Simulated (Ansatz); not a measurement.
Crystal: La2O3.

```
La O
1.0
     6.37027    0.00000    0.00000
    -3.18514    5.51682    0.00000
     0.00000    0.00000    3.28989
La O
2 3
Cartesian
  3.1851 1.8389 1.6387
  0.0000 3.6779 1.6512
  3.2145 0.0000 0.0000
  -1.6072 2.7838 0.0000
  1.5779 2.7330 0.0000
```

The cell comes from a database or a generator and needn't be the stable form of this composition.

| Quantity | Value |
| --- | --- |
| Program | Ansatz 0.2.0 |
| Task | single point |
| Functional | PBE |
| Potentials or basis | Ansatz PAW |
| Cutoff | 420 eV (not typed: the program's choice for these potentials) |
| k mesh | 5 × 5 × 8 |
| Occupations | fermi-dirac, width 0.05 eV |
| Spin | no spin polarisation |

On this cell: pressure -0.1 GPa; largest force 0.036 eV/Å; band gap on the k mesh 1.63 eV, indirect (least direct gap 2.08 eV).

The same run follows on a disturbed copy (atoms moved at random, drawn with an rms of 0.05 Å):

```xyz
5
Lattice="6.3703 0.0000 0.0000 -3.1851 5.5168 0.0000 0.0000 0.0000 3.2899" Properties=species:S:1:pos:R:3 pbc="T T T"
La    3.2091    1.7587    1.6731
La   -0.0092    3.7191    1.6345
O     3.1915   -0.0277    0.0389
O    -1.6312    2.7847   -0.0176
O     1.5699    2.7567   -0.0117
```

Task: What does the disturbed cell give?

Result: The energy moves by +18.4 meV/atom; pressure 0.1 GPa; largest force 1.388 eV/Å; band gap on the k mesh 1.62 eV, indirect (least direct gap 2.03 eV).

Forces on the atoms (eV/Å):
```
La  -0.386  1.333 -0.013
La   0.183 -1.186  0.065
O    0.045  0.225 -0.135
O    0.053 -0.214  0.058
O    0.105 -0.157  0.025
```

Stress tensor (GPa, compression positive):
```
-2.07  0.61  0.04
 0.61  2.32 -0.09
 0.04 -0.09  0.18
```

Caveats: odd divisions of the mesh miss points on the zone boundary, where band edges often lie, so the gap on the mesh can be too wide; spin-orbit coupling is left out, which moves the levels of the heavy elements.

A k mesh can miss the band edges.
